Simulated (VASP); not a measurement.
PbO2:

```
Pb O
1.0
     0.00000    2.70199    2.70199
     2.70199    0.00000    2.70199
     2.70199    2.70199    0.00000
Pb O
1 2
Direct
  0.00000 0.00000 0.00000
  0.75000 0.75000 0.75000
  0.25000 0.25000 0.25000
```

The cell comes from a database or a generator and needn't be the stable form of this composition.

Base run:

```yaml
Program: VASP 6.6.1
Functional: PBE
Potentials_or_basis: VASP PAW PBE potentials, release 64 (Pb_d, O)
Cutoff: 520 eV
k_mesh: 9 × 9 × 9
Occupations: gaussian, width 0.02 eV
Spin: no spin polarisation
```

Its results: band gap on the k mesh none (metal or under the smearing width); pressure 0.6 GPa.

**Question.** The run is repeated on the same cell with these changes: functional from PBE to LDA; potentials or basis from VASP PAW PBE potentials, release 64 (Pb_d, O) to VASP PAW LDA potentials, release 64 (Pb_d, O). What comes out?

**Answer.** Band gap on the k mesh none (metal or under the smearing width); pressure -9.8 GPa.
